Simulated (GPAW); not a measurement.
# Ce (Fm-3m) in GPAW: convergence with plane-wave cutoff (eV)

Aim: find how far plane-wave cutoff (eV) must go before the results for Ce settle, at PBE. This setting moves, with any that are tied to it; all else stays.

Program: GPAW 26.7.0. These are calculated values, not measurements. Logs are shortened: lines on timing, memory, paths and dates and some standing lists are left out, and cuts for length are marked. The log counts tension as positive stress, the text compression.

## Step 1: The structure

Symmetry: Fm-3m, No. 225, cubic system. Conventional cell: a = 5.161 Å, b = 5.161 Å, c = 5.161 Å, α = 90.00°, β = 90.00°, γ = 90.00°. Ce (site symmetry m-3m) is surrounded by 12 Ce at 3.65 Å.

## Step 2: With plane-wave cutoff (eV) 300

run.py

```python
from ase.dft.bandgap import bandgap
from ase.io import read, write
from ase.units import GPa
from gpaw import GPAW, PW

atoms = read('POSCAR')
atoms.set_initial_magnetic_moments([1.0])

calc = GPAW(mode=PW(300),
            xc='PBE',
            kpts={'size': (7, 7, 7), 'gamma': True},
            occupations={'name': 'fermi-dirac', 'width': 0.05},
            nbands=17,
            convergence={'density': 1e-05, 'energy': 1e-05},
            maxiter=100,
            txt='gpaw.txt')
atoms.calc = calc
energy = atoms.get_potential_energy()
forces = atoms.get_forces()
stress = atoms.get_stress()
calc.write('gs.gpw')
write('result.traj', atoms)
print(f'Energy: {energy:.6f} eV')
print('Forces (eV/A):')
print(forces.round(4))
print('Stress (GPa):', (stress / GPa).round(3))
print('Moments:', calc.get_magnetic_moments().round(3))
print('Fermi level:', round(calc.get_fermi_level(), 4), 'eV')
print(f'Gap: {bandgap(calc)[0]:.4f} eV, direct: {bandgap(calc, direct=True)[0]:.4f} eV')
```

POSCAR

```
Ce
1.0
    0.0000000000      2.5806000000      2.5806000000
    2.5806000000      0.0000000000      2.5806000000
    2.5806000000      2.5806000000      0.0000000000
Ce
1
Direct
    0.0000000000      0.0000000000      0.0000000000
```

Potentials or basis: GPAW PAW data sets (gpaw-data 1.2.1), pw.

Command:

```
OMP_NUM_THREADS=1 python run.py
```

gpaw.txt:

```text
__  _  _
 | _ |_)|_||  |
 |__||  | ||/\| - 26.7.0

Input parameters:
  mode=PW(ecut=300.0),
  convergence={'density': 1e-05, 'energy': 1e-05},
  kpts=MonkhorstPack(size=(7, 7, 7), gamma=True),
  maxiter=100,
  nbands=17,
  occupations=Occupations(name='fermi-dirac', width=0.05),
  xc=XC(name='PBE')

Diagonalizing LCAO Hamiltonian
Converting LCAO to pw mode

       Ce

Atoms  # Å, Bohr magnetons
|   | symbol |        x |        y |        z |    initial magnetic moments |
|---|--------|----------|----------|----------|-----------------------------|
| 0 |     Ce | 0.000000 | 0.000000 | 0.000000 | ( 0.0000,  0.0000,  1.0000) |

Unit cell  # Å
| periodic |        x |        y |        z |  lengths |    angles |
|----------|----------|----------|----------|----------|-----------|
|      yes | 0.000000 | 2.580600 | 2.580600 | 3.649520 | 60.000000 |
|      yes | 2.580600 | 0.000000 | 2.580600 | 3.649520 | 60.000000 |
|      yes | 2.580600 | 2.580600 | 0.000000 | 3.649520 | 60.000000 |

Number of symmetries: 48
Symmetry operations  # r_c * U_cc + t_c -> r_c
|    | kind |            matrix            |
|----|------|------------------------------|
|  0 |  σ   |  1, 0, 0,  1, 0,-1,  1,-1, 0 |
|  1 |  C2  |  1, 0, 0,  1,-1, 0,  1, 0,-1 |
|  2 |  E   |  1, 0, 0,  0, 1, 0,  0, 0, 1 |
|  3 |  σ   |  1, 0, 0,  0, 0, 1,  0, 1, 0 |
|  4 |  C4  |  1, 0,-1,  1, 0, 0,  1,-1, 0 |
|  5 |  S6  |  1, 0,-1,  1,-1, 0,  1, 0, 0 |
|  6 |  σ   |  1, 0,-1,  0, 1,-1,  0, 0,-1 |
|  7 |  C3  |  1, 0,-1,  0, 0,-1,  0, 1,-1 |
|  8 |  S6  |  1,-1, 0,  1, 0, 0,  1, 0,-1 |
|  9 |  C4  |  1,-1, 0,  1, 0,-1,  1, 0, 0 |
| 10 |  C3  |  1,-1, 0,  0,-1, 1,  0,-1, 0 |
| 11 |  σ   |  1,-1, 0,  0,-1, 0,  0,-1, 1 |
| 12 |  σ   |  0, 1, 0,  1, 0, 0,  0, 0, 1 |
| 13 |  C4  |  0, 1, 0,  0, 1,-1, -1, 1, 0 |
[... 151 lines left out ...]
|iter:   5| |   -5.469979 | -2.97 | -1.38 |  +1.0607|
|iter:   6| |   -5.470425 | -3.58 | -1.71 |  +0.9998|
|iter:   7| |   -5.471339 | -4.26 | -2.13 |  +0.9801|
|iter:   8| |   -5.471686 | -4.93 | -2.09 |  +0.9376|
|iter:   9| |   -5.471158 | -4.70 | -2.18 |  +0.8813|
|iter:  10| |   -5.471172 | -6.01 | -2.78 |  +0.8564|
|iter:  11| |   -5.471151c| -5.11 | -2.66 |  +0.8418|
|iter:  12| |   -5.471051 | -5.87 | -3.01 |  +0.8351|
|iter:  13| |   -5.471050c| -7.24 | -3.57 |  +0.8351|
|iter:  14| |   -5.471062c| -7.55c| -3.84 |  +0.8375|
|iter:  15| |   -5.471071c| -7.95c| -4.15 |  +0.8393|
|iter:  16| |   -5.471072c| -8.95c| -5.37c|  +0.8394|

Converged in 16 steps
Energy contributions relative to reference atoms: (reference = -241104.322665)

Energy contributions:
  Kinetic:          -8.124325
  Coulomb:           8.754005
  Zero:             -0.002699
  External:          0.000000
  Xc:               -6.073062
  Entropy:          -0.049981
  Spinorbit:         0.000000
  ----------------------------
  Free energy:      -5.496062
  Extrapolated:     -5.471072

dipole moment: (-33.044230, -33.044230, -33.044230)  # |e|*Ang

Total magnetic moment: (0.000000, 0.000000, 0.839359)

Local magnetic moments
|        x |        y |        z |
|----------|----------|----------|
| 0.000000 | 0.000000 | 0.623857 |  # Ce   0

Fermi level: 10.120
Eigenvalues  # (at kpt = [0.000, 0.000, 0.000])
| band index |      eig [eV] | occ [0-1] |      eig [eV] | occ [0-1] |
|------------|---------------|-----------|---------------|-----------|
|          0 |       -24.800 |     1.000 |       -24.465 |     1.000 |
|          1 |        -6.764 |     1.000 |        -6.480 |     1.000 |
|          2 |        -6.764 |     1.000 |        -6.480 |     1.000 |
|          3 |        -6.764 |     1.000 |        -6.480 |     1.000 |
|          4 |         6.685 |     1.000 |         6.930 |     1.000 |
|          5 |         9.992 |     0.928 |        10.396 |     0.004 |
|          6 |        10.287 |     0.034 |        10.715 |     0.000 |
|          7 |        10.287 |     0.034 |        10.715 |     0.000 |
|          8 |        10.287 |     0.034 |        10.715 |     0.000 |
|          9 |        10.668 |     0.000 |        11.101 |     0.000 |
|         10 |        10.668 |     0.000 |        11.101 |     0.000 |
|         11 |        10.668 |     0.000 |        11.101 |     0.000 |
|         12 |        11.615 |     0.000 |        11.823 |     0.000 |
|        ... |               |           |               |           |
|         16 |        14.125 |     0.000 |        14.333 |     0.000 |

No gap
No difference between direct/indirect transitions

Forces  # eV/Ang
|        x |       y |        z |
|----------|---------|----------|
| -0.00000 | 0.00000 | -0.00000 |  # Ce   0

Stress tensor  # eV/Ang^3
|        x |        y |        z |
|----------|----------|----------|
| 0.034759 | 0.000000 | 0.000000 |
| 0.000000 | 0.034759 | 0.000000 |
| 0.000000 | 0.000000 | 0.034759 |

# Writing to gs.gpw (mode='')
```

It took 12 s on 1 thread of Arm Neoverse V2, shared host; peak memory 0.15 GiB.

Results:

```
Free energy            : -5.4961 eV
Pressure               : -5.6 GPa
Band gap on the k mesh : none (metal or under the smearing width)
Net moment             : 0.84 μB per cell
Site moments           : Ce +0.62 μB
```

## Step 3: With plane-wave cutoff (eV) 350

Changes to run.py since step 2:

```diff
@@ -8,3 +8,3 @@
 
-calc = GPAW(mode=PW(300),
+calc = GPAW(mode=PW(350),
             xc='PBE',
```

POSCAR is that of step 2.

Potentials or basis: GPAW PAW data sets (gpaw-data 1.2.1), pw.

Command:

```
OMP_NUM_THREADS=1 python run.py
```

Run time: 13 s. Hardware: 1 thread of Arm Neoverse V2, shared host; peak memory 0.15 GiB.

Results:

```yaml
Free_energy: -5.5122 eV
Pressure: -5.5 GPa
Band_gap_on_the_k_mesh: none (metal or under the smearing width)
Net_moment: 0.85 μB per cell
Site_moments: Ce +0.63 μB
```

## Step 4: With plane-wave cutoff (eV) 400

Changes to run.py since step 3:

```diff
@@ -8,3 +8,3 @@
 
-calc = GPAW(mode=PW(350),
+calc = GPAW(mode=PW(400),
             xc='PBE',
```

POSCAR is that of step 3.

Command:

```
OMP_NUM_THREADS=1 python run.py
```

Run time: 20 s. Hardware: 1 thread of Arm Neoverse V2, shared host; peak memory 0.16 GiB.

What came out:

- Free energy: -5.5302 eV
- Pressure: -5.6 GPa
- Band gap on the k mesh: none (metal or under the smearing width)
- Net moment: 0.86 μB per cell
- Site moments: Ce +0.64 μB

## Step 5: With plane-wave cutoff (eV) 500

Changes to run.py since step 4:

```diff
@@ -8,3 +8,3 @@
 
-calc = GPAW(mode=PW(400),
+calc = GPAW(mode=PW(500),
             xc='PBE',
```

POSCAR is that of step 4.

Command:

```
OMP_NUM_THREADS=1 python run.py
```

Wall time 19 s (1 thread of Arm Neoverse V2, shared host); peak memory 0.17 GiB.

Results:

```yaml
Free_energy: -5.5533 eV
Pressure: -5.2 GPa
Band_gap_on_the_k_mesh: none (metal or under the smearing width)
Net_moment: 0.87 μB per cell
Site_moments: Ce +0.65 μB
```

## Step 6: With plane-wave cutoff (eV) 600

Changes to run.py since step 5:

```diff
@@ -8,3 +8,3 @@
 
-calc = GPAW(mode=PW(500),
+calc = GPAW(mode=PW(600),
             xc='PBE',
```

POSCAR is that of step 5.

Potentials or basis: GPAW PAW data sets (gpaw-data 1.2.1), pw.

Command:

```
OMP_NUM_THREADS=1 python run.py
```

Run time: 28 s. Hardware: 1 thread of Arm Neoverse V2, shared host; peak memory 0.18 GiB.

Results (log left out):

```yaml
Free_energy: -5.5558 eV
Pressure: -5.1 GPa
Band_gap_on_the_k_mesh: none (metal or under the smearing width)
Net_moment: 0.87 μB per cell
Site_moments: Ce +0.65 μB
```

## Step 7: With plane-wave cutoff (eV) 700

Changes to run.py since step 6:

```diff
@@ -8,3 +8,3 @@
 
-calc = GPAW(mode=PW(600),
+calc = GPAW(mode=PW(700),
             xc='PBE',
```

POSCAR is that of step 6.

Command:

```
OMP_NUM_THREADS=1 python run.py
```

Run time: 33 s. Hardware: 1 thread of Arm Neoverse V2, shared host; peak memory 0.19 GiB.

Results (log left out):

```yaml
Free_energy: -5.5586 eV
Pressure: -5.1 GPa
Band_gap_on_the_k_mesh: none (metal or under the smearing width)
Net_moment: 0.87 μB per cell
Site_moments: Ce +0.65 μB
```

## Step 8: With plane-wave cutoff (eV) 800

Changes to run.py since step 7:

```diff
@@ -8,3 +8,3 @@
 
-calc = GPAW(mode=PW(700),
+calc = GPAW(mode=PW(800),
             xc='PBE',
```

POSCAR is that of step 7.

Command:

```
OMP_NUM_THREADS=1 python run.py
```

Wall time 35 s (1 thread of Arm Neoverse V2, shared host); peak memory 0.2 GiB.

It converged, with:

```yaml
Free_energy: -5.5605 eV
Pressure: -5.1 GPa
Band_gap_on_the_k_mesh: none (metal or under the smearing width)
Net_moment: 0.87 μB per cell
Site_moments: Ce +0.65 μB
```

## Step 9: With plane-wave cutoff (eV) 1000

Changes to run.py since step 8:

```diff
@@ -8,3 +8,3 @@
 
-calc = GPAW(mode=PW(800),
+calc = GPAW(mode=PW(1000),
             xc='PBE',
```

POSCAR is that of step 8.

Potentials or basis: GPAW PAW data sets (gpaw-data 1.2.1), pw.

Command:

```
OMP_NUM_THREADS=1 python run.py
```

Run time: 48 s. Hardware: 1 thread of Arm Neoverse V2, shared host; peak memory 0.23 GiB.

The run converged. Its results:

```
Free energy            : -5.5611 eV
Pressure               : -5.1 GPa
Band gap on the k mesh : none (metal or under the smearing width)
Net moment             : 0.87 μB per cell
Site moments           : Ce +0.65 μB
```

## Step 10: With plane-wave cutoff (eV) 1200

Changes to run.py since step 9:

```diff
@@ -8,3 +8,3 @@
 
-calc = GPAW(mode=PW(1000),
+calc = GPAW(mode=PW(1200),
             xc='PBE',
```

POSCAR is that of step 9.

Command:

```
OMP_NUM_THREADS=1 python run.py
```

Run time: 64 s. Hardware: 1 thread of Arm Neoverse V2, shared host; peak memory 0.26 GiB.

The run converged. Its results:

| Property | Result |
| --- | --- |
| Free energy | -5.5617 eV |
| Pressure | -5.1 GPa |
| Band gap on the k mesh | none (metal or under the smearing width) |
| Net moment | 0.87 μB per cell |
| Site moments | Ce +0.65 μB |

## Step 11: The series at a glance

| plane-wave cutoff (eV) | energy less the tightest run, at zero smearing (meV/atom) | pressure (GPa) | largest site moment (μB) | SCF cycles | CPU time (s) | peak memory (GiB) |
| --- | --- | --- | --- | --- | --- | --- |
| 300 | 65.40 | -5.57 | 0.62 | 16 | 12 | 0.15 |
| 350 | 49.22 | -5.53 | 0.63 | 17 | 13 | 0.15 |
| 400 | 31.49 | -5.59 | 0.64 | 17 | 20 | 0.16 |
| 500 | 8.31 | -5.20 | 0.65 | 17 | 19 | 0.17 |
| 600 | 5.86 | -5.10 | 0.65 | 17 | 28 | 0.18 |
| 700 | 3.03 | -5.13 | 0.65 | 17 | 33 | 0.19 |
| 800 | 1.13 | -5.08 | 0.65 | 17 | 35 | 0.2 |
| 1000 | 0.56 | -5.08 | 0.65 | 17 | 48 | 0.23 |
| 1200 | 0.00 | -5.06 | 0.65 | 17 | 64 | 0.26 |

Against the tightest run, the energy stays within 1 meV/atom from 1000 on; the pressure stays within 0.1 GPa from 600 on; the largest site moment stays within 0.02 μB from 350 on. The tightest run that finished is the yardstick and may itself not be fully converged.

Caveats: one-centre terms of the f shell are cut off; the magnetic or orbital state may not be the lowest; spin-orbit coupling is left out, which moves the levels of the heavy elements.
